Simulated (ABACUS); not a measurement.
# TePb (Fm-3m) in ABACUS: further runs

Aim: see how the results for TePb move with the level of theory and the settings. Levels: LDA, PBE. Tasks: single point, relaxation of cell and atoms.

Everything below comes from runs of ABACUS 3.10.1. Logs are shortened: lines on timing, memory, paths and dates and some standing lists are left out, and cuts for length are marked.

**Measured values to compare with.**

A printed reference work, monograph reports, for a bulk crystal of TePb at 4.2 K: band gap 0.19 eV (direct).

How close the calculation comes is told below.

**1. The structure**

It takes space group Fm-3m (No. 225, cubic). The conventional cell has a = 6.462 Å, b = 6.462 Å, c = 6.462 Å, α = 90.00°, β = 90.00°, γ = 90.00°. Pb (site symmetry m-3m) is surrounded by 6 Te at 3.23 Å. Te (site symmetry m-3m) has 6 Pb at 3.23 Å as nearest neighbours.

**2. Single point, LDA**

run_abacus.py reads:

```python
"""ABACUS run from a structure file: ASE reads it, the script writes STRU, KPT and INPUT."""
import re
import subprocess
from ase.io import read
from ase.units import Bohr

atoms = read("POSCAR")
atoms = atoms[(-atoms.numbers).argsort(kind="stable")]  # ABACUS lists atoms element by element
pseudo = {'Pb': 'Pb.upf', 'Te': 'Te.upf'}
orbital = {}
magmoms = None
kmesh = [6, 6, 6]
params = {
    'suffix': 'TePb',
    'calculation': 'scf',
    'basis_type': 'pw',
    'pseudo_dir': './',
    'symmetry': 1,
    'dft_functional': 'pz',
    'ecutwfc': 83,
    'pseudo_rcut': 10,
    'nspin': 1,
    'nbands': 25,
    'ks_solver': 'dav',
    'smearing_method': 'fd',
    'smearing_sigma': 0.00367493,
    'scf_thr': 1e-08,
    'scf_nmax': 100,
    'mixing_type': 'broyden',
    'mixing_beta': 0.7,
    'cal_force': 1,
    'cal_stress': 1,
    'out_chg': 1,
    'kpar': 4,
}

symbols = atoms.get_chemical_symbols()
elements = list(dict.fromkeys(symbols))
lines = ["ATOMIC_SPECIES"] + [f"{e} {atoms.get_masses()[symbols.index(e)]:.4f} {pseudo[e]}" for e in elements]
if orbital:
    lines += ["", "NUMERICAL_ORBITAL"] + [orbital[e] for e in elements]
lines += ["", "LATTICE_CONSTANT", f"{1 / Bohr:.10f}", "", "LATTICE_VECTORS"]
lines += [" ".join(f"{x:.10f}" for x in v) for v in atoms.cell]
lines += ["", "ATOMIC_POSITIONS", "Direct"]
for e in elements:
    lines += ["", e, "0.0", str(symbols.count(e))]
    for i, p in enumerate(atoms.get_scaled_positions(wrap=False)):
        if symbols[i] == e:
            mag = "" if magmoms is None else " mag " + " ".join(str(x) for x in (magmoms[i] if isinstance(magmoms[i], list) else [magmoms[i]]))
            lines.append(" ".join(f"{x:.10f}" for x in p) + " 1 1 1" + mag)
open("STRU", "w").write("\n".join(lines) + "\n")
open("KPT", "w").write("K_POINTS\n0\nGamma\n%d %d %d 0 0 0\n" % tuple(kmesh))
open("INPUT", "w").write("INPUT_PARAMETERS\n" + "".join(f"{k:<20s}{v}\n" for k, v in params.items()))

done = subprocess.run(['mpirun', '-np', '4', 'abacus'])
if done.returncode:
    raise SystemExit(done.returncode)
log = open("OUT.TePb/running_scf.log").read()
print("final energy (eV):", re.findall(r"FINAL_ETOT_IS (\S+)", log))
```

POSCAR reads:

```
TePb
1.0
    0.0000000000      3.2310000000      3.2310000000
    3.2310000000      0.0000000000      3.2310000000
    3.2310000000      3.2310000000      0.0000000000
Pb Te
1 1
Direct
    0.0000000000      0.0000000000      0.0000000000
    0.5000000000      0.5000000000      0.5000000000
```

Potentials or basis: PseudoDojo NC SR 0.4.1 LDA standard, plane waves.

The run is started by

```
> OMP_NUM_THREADS=1 python run_abacus.py > log
```

running log:

```text
ABACUS v3.10.1

               Atomic-orbital Based Ab-initio Computation at UStc

 ------------------------------------------------------------------------------------

 READING GENERAL INFORMATION
                           global_out_dir = OUT.TePb/
                           global_in_card = INPUT
                               pseudo_dir = ./
                              orbital_dir =
                                    DSIZE = 4
                                    GSIZE = 1

 READING UNITCELL INFORMATION
                                    ntype = 2
                  lattice constant (Bohr) = 1.88973
              lattice constant (Angstrom) = 1

 READING ATOM TYPE 1
                               atom label = Pb
                      L=0, number of zeta = 1
                      L=1, number of zeta = 1
                      L=2, number of zeta = 1
             number of atom for this type = 1

 READING ATOM TYPE 2
                               atom label = Te
                      L=0, number of zeta = 1
                      L=1, number of zeta = 1
                      L=2, number of zeta = 1
             number of atom for this type = 1

                        TOTAL ATOM NUMBER = 2
DIRECT COORDINATES
    atom                   x                   y                   z     mag                  vx                  vy                  vz
taud_Pb1            0.0000000000        0.0000000000        0.0000000000  0.0000        0.0000000000        0.0000000000        0.0000000000
taud_Te1            0.5000000000        0.5000000000        0.5000000000  0.0000        0.0000000000        0.0000000000        0.0000000000

                          Volume (Bohr^3) = 455.237
                             Volume (A^3) = 67.4591

 Lattice vectors: (Cartesian coordinate: in unit of a_0)
                   +0              +3.231              +3.231
               +3.231                  +0              +3.231
               +3.231              +3.231                  +0
 Reciprocal vectors: (Cartesian coordinate: in unit of 2 pi/a_0)
            -0.154751           +0.154751           +0.154751
            +0.154751           -0.154751           +0.154751
            +0.154751           +0.154751           -0.154751
 The esolver type has been set to : ksdft_pw

                PAO radial cut off (Bohr) = 10

 Read in pseudopotential file is Pb.upf
                     pseudopotential type = NC
          exchange-correlation functional = SLAPWNOGXNOGC
                 nonlocal core correction = 1
                        valence electrons = 14
                                     lmax = 2
                           number of zeta = 3
                     number of projectors = 6
                           L of projector = 0
                           L of projector = 0
                           L of projector = 1
                           L of projector = 1
                           L of projector = 2
                           L of projector = 2
 XC functional updated to : pz
          exchange-correlation functional = PZ
[... 164 lines left out ...]
 projector 3 L=1
 projector 4 L=1
 projector 5 L=2
 projector 6 L=2
      TOTAL NUMBER OF NONLOCAL PROJECTORS = 36

 Init Non-Local PseudoPotential table :
 Init Non-Local-Pseudopotential done.

                                     npwx = 5846

 Make real space PAO into reciprocal space.
       max mesh points in Pseudopotential = 1001
     dq(describe PAO in reciprocal space) = 0.01
                                    max q = 1098

 number of pseudo atomic orbitals for Pb is 3
WARNING: norm of atomic wavefunction # 3 of atomic type Pb is 0.99959, renormalized

 number of pseudo atomic orbitals for Te is 3
WARNING: norm of atomic wavefunction # 3 of atomic type Te is 0.999978, renormalized

 -------------------------------------------
 SELF-CONSISTENT
 -------------------------------------------
                                 init_chg = atomic

 PW ALGORITHM --------------- ION=   1  ELEC=   1--------------------------------

 Notice: Threshold on eigenvalues was too large.
 hsover_error=0.3 > DRHO=0.0307344
 Origin diag ethr = 0.01
 New diag ethr = 0.000102448

 Density error is 0.0302516058463
                          Error Threshold = 0.000102447840169
----------------------------------------------------------
     Energy           Rydberg                 eV
----------------------------------------------------------
 E_KohnSham     -349.7976871839      -4759.2416929223
 E_Harris       -349.4257078301      -4754.1806541721
 E_Fermi        0.6578446633         8.9504358198
----------------------------------------------------------
[... 51 lines left out ...]
 Density error is 4.48397154226e-09
                          Error Threshold = 2.59245728817e-10
----------------------------------------------------------
     Energy           Rydberg                 eV
----------------------------------------------------------
 E_KohnSham     -349.8054049348      -4759.3466983100
 E_KS(sigma->0) -349.8054033648      -4759.3466769495
 E_Harris       -349.8052003636      -4759.3439149760
 E_band         -23.1503886201       -314.9771961472
 E_one_elec     -133.9030709130      -1821.8447441143
 E_Hartree      81.7407873461        1112.1404669134
 E_xc           -87.9574273251       -1196.7221930417
 E_Ewald        -209.6856909029      -2852.9201853465
 E_entropy(-TS) -0.0000031399        -0.0000427209
 E_descf        0.0000000000         0.0000000000
 E_exx          0.0000000000         0.0000000000
 E_Fermi        0.6614427672         8.9993905346
----------------------------------------------------------

 charge density convergence is achieved
 final etot is -4759.3466983 eV
 EFERMI = 8.9993905346 eV

 STATE ENERGY(eV) AND OCCUPATIONS    NSPIN == 1
 1/4 kpoint (Cartesian) = 0.0000 0.0000 0.0000 (5817 pws)
       1       -27.3819     0.00925926
       2       -27.3819     0.00925926
       3       -27.3760     0.00925926
       4       -27.3760     0.00925926
       5       -27.3760     0.00925926
       6       -7.91176     0.00925926
[... 98 lines left out ...]
      24        19.2953        0.00000
      25        23.8731        0.00000

------------------------------------------------------------------------------------------
 TOTAL-FORCE (eV/Angstrom)
------------------------------------------------------------------------------------------
                       Pb1         0.0000000000         0.0000000000         0.0000000000
                       Te1         0.0000000000         0.0000000000         0.0000000000
------------------------------------------------------------------------------------------

----------------------------------------------------------------
 TOTAL-STRESS (KBAR)
----------------------------------------------------------------
       -17.2508372466        -0.0000000000         0.0000000000
         0.0000000000       -17.2508372466        -0.0000000000
         0.0000000000        -0.0000000000       -17.2508372466
----------------------------------------------------------------
 TOTAL-PRESSURE: -17.250837 KBAR

 --------------------------------------------
 !FINAL_ETOT_IS -4759.3466983099560821 eV
 --------------------------------------------
```

It took 19 s on 4 MPI ranks of Intel Xeon Platinum 8375C at 2.90GHz (Ice Lake), shared host; peak memory 0.52 GiB.

What came out:

* Free energy: -4759.3467 eV
* Pressure: -1.7 GPa
* Band gap on the k mesh: 0.65 eV, direct

Caveat: spin-orbit coupling is left out, which as a rule narrows the gap of such compounds by several tenths of an eV.

**3. Relaxation of cell and atoms, LDA**

INPUT reads:

```
INPUT_PARAMETERS
suffix              TePb
calculation         cell-relax
basis_type          pw
pseudo_dir          ./
symmetry            1
dft_functional      pz
ecutwfc             83
pseudo_rcut         10
nspin               1
nbands              19
ks_solver           dav
smearing_method     fd
smearing_sigma      0.00367493
scf_thr             1e-08
scf_nmax            100
mixing_type         broyden
mixing_beta         0.7
cal_force           1
cal_stress          1
relax_nmax          60
force_thr_ev        0.005
relax_method        cg
out_stru            1
stress_thr          0.2
kpar                4
```

STRU reads:

```
ATOMIC_SPECIES
Pb 207.2000 Pb.upf
Te 127.6000 Te.upf

LATTICE_CONSTANT
8.6347709725

LATTICE_VECTORS
0.0000000000 0.7071067812 0.7071067812
0.7071067812 0.0000000000 0.7071067812
0.7071067812 0.7071067812 0.0000000000

ATOMIC_POSITIONS
Cartesian

Pb
0.0
1
0.0000000000 0.0000000000 0.0000000000 1 1 1

Te
0.0
1
0.7071067812 0.7071067812 0.7071067812 1 1 1
```

KPT reads:

```
K_POINTS
0
Gamma
6 6 6 0 0 0
```

Potentials or basis: PseudoDojo NC SR 0.4.1 LDA standard, plane waves.

The run is started by

```
> OMP_NUM_THREADS=1 mpirun -np 4 abacus > log
```

Run time: 71 s. Hardware: 4 MPI ranks of Intel Xeon Platinum 8375C at 2.90GHz (Ice Lake), shared host; peak memory 0.52 GiB.

The run converged. Its results:

| Item | Value |
| --- | --- |
| Free energy | -4759.3605 eV |
| Relaxed volume | 32.48 Å³/atom |
| Relaxed cell | a = 4.512 Å, b = 4.512 Å, c = 4.512 Å, α = 60.00°, β = 60.00°, γ = 60.00° |
| Space group after relaxing (to 0.05 Å) | Fm-3m (No. 225) |
| Energy gained by relaxing | 6.9 meV/atom |
| Ionic steps | 7 |
| Pressure after relaxing | 0.0 GPa |
| Band gap on the k mesh | 0.57 eV, direct |

Step by step:
```tsv
step	energy change (eV)	largest force (eV/Å)	pressure (GPa)	volume (Å³)
1	0.0000	0.0000	-1.73	67.46
2	-0.0107	0.0000	0.87	63.85
3	-0.0138	0.0000	-0.03	64.97
4	-0.0138	0.0000	-0.03	64.97
5	-0.0138	0.0000	-0.02	64.97
6	-0.0138	0.0000	-0.02	64.97
7	-0.0138	0.0000	-0.02	64.97
```

Final structure:
```
Pb Te
1.0
     0.00000    3.19072    3.19072
     3.19072    0.00000    3.19072
     3.19072    3.19072    0.00000
Pb Te
1 1
Direct
  0.00000 0.00000 0.00000
  0.50000 0.50000 0.50000
```

Levels at points of the mesh, in eV from the valence-band top:
| k point | band 12 | band 13 | band 14 | band 15 | band 16 | band 17 | band 18 |
| --- | --- | --- | --- | --- | --- | --- | --- |
| (0.00, 0.00, 0.00) | -5.65 | -1.46 | -1.46 | -1.46 | 4.07 | 4.07 | 4.07 |
| (0.50, 0.50, 0.50) | -8.87 | -0.96 | -0.96 | 0.00 | 0.57 | 1.13 | 1.13 |
| (0.50, 0.50, 0.00) | -7.46 | -4.79 | -3.00 | -3.00 | 3.14 | 5.55 | 5.55 |

Caveat: spin-orbit coupling is left out, which as a rule narrows the gap of such compounds by several tenths of an eV. Zero-point motion and thermal expansion aren't in these numbers.

**4. Single point, PBE**

INPUT reads:

```
INPUT_PARAMETERS
suffix              TePb
calculation         scf
basis_type          lcao
pseudo_dir          ./
orbital_dir         ./
symmetry            1
dft_functional      pbe
ecutwfc             100
pseudo_rcut         10
nspin               1
nbands              19
ks_solver           genelpa
smearing_method     fd
smearing_sigma      0.00367493
scf_thr             1e-07
scf_nmax            100
mixing_type         broyden
mixing_beta         0.7
cal_force           1
cal_stress          1
out_mul             1
```

STRU reads:

```
ATOMIC_SPECIES
Pb 207.2000 Pb.upf
Te 127.6000 Te.upf

NUMERICAL_ORBITAL
Pb_confined-atom_8au_2s2p2d.orb
Te_confined-atom_8au_2s2p2d.orb

LATTICE_CONSTANT
1.8897261246

LATTICE_VECTORS
0.0000000000 3.2310000000 3.2310000000
3.2310000000 0.0000000000 3.2310000000
3.2310000000 3.2310000000 0.0000000000

ATOMIC_POSITIONS
Direct

Pb
0.0
1
0.0000000000 0.0000000000 0.0000000000 1 1 1

Te
0.0
1
0.5000000000 0.5000000000 0.5000000000 1 1 1
```

KPT reads:

```
K_POINTS
0
Gamma
7 7 7 0 0 0
```

Potentials or basis: PseudoDojo NC SR 0.4.1 PBE standard, DZP LCAO (the cutoffs set its grid).

The run is started by

```
> OMP_NUM_THREADS=1 mpirun -np 4 abacus > log
```

Run time: 3.9 s. Hardware: 4 MPI ranks of AMD EPYC 9B45 (Zen 5), shared host; peak memory 0.44 GiB.

It converged, with:

- Free energy: -4769.1635 eV
- Pressure: 2.9 GPa
- Mulliken charges: Pb +0.32; Te -0.32 e

Levels at points of the mesh, in eV from the Fermi level:
```
           k point  band 11  band 12  band 13  band 14  band 15  band 16  band 17  band 18  band 19
(0.00, 0.00, 0.00)   -12.52    -6.12    -1.79    -1.79    -1.79     3.77     3.77     3.77     5.43
```

Caveat: the atomic orbitals were generated for these runs and aren't a published set; Mulliken charges move with the basis; this odd mesh misses L, where the gap lies, so gap, dielectric constants and Born charges aren't listed; the basis of atomic orbitals isn't converged, which shifts pressures, moduli and gaps.

**5. Summary**

```csv
task,level,potentials or basis,cell,k mesh,cutoff (eV),SCF threshold on the density,eigensolver,max steps of the relaxation,force threshold,optimiser,gap on the mesh (eV),pressure (GPa)
single point,LDA,"PseudoDojo NC SR 0.4.1 LDA standard, plane waves",as given,6 × 6 × 6,1129,1e-08,dav,-,-,-,0.65,-1.7
relaxation of cell and atoms,LDA,"PseudoDojo NC SR 0.4.1 LDA standard, plane waves",relaxed,6 × 6 × 6,1129,1e-08,dav,60,0.005 eV/Å,cg,0.57,0.0
single point,PBE,"PseudoDojo NC SR 0.4.1 PBE standard, DZP LCAO (the cutoffs set its grid)",as given,7 × 7 × 7,1361,1e-07,genelpa,-,-,-,-,2.9
```

Alike in all rows: no spin polarisation; smearing fermi-dirac 0.05 eV.

Caveats: spin-orbit coupling is left out, which as a rule narrows the gap of such compounds by several tenths of an eV (some runs); the atomic orbitals were generated for these runs and aren't a published set (some runs); the basis of atomic orbitals isn't converged, which shifts pressures, moduli and gaps (some runs).

Total energies depend on the potentials used, so only differences within one code and one set of settings carry meaning.

**6. How close it comes**

Step 2. A measured gap of TePb is 0.19 eV (direct; 4.2 K; a printed reference work, monograph); the calculated 0.65 eV misses it by +0.46 eV. Spin-orbit coupling on Pb, Te is left out. The value is that of LDA on a finite k mesh, which can miss the band edges, without temperature or zero-point motion.
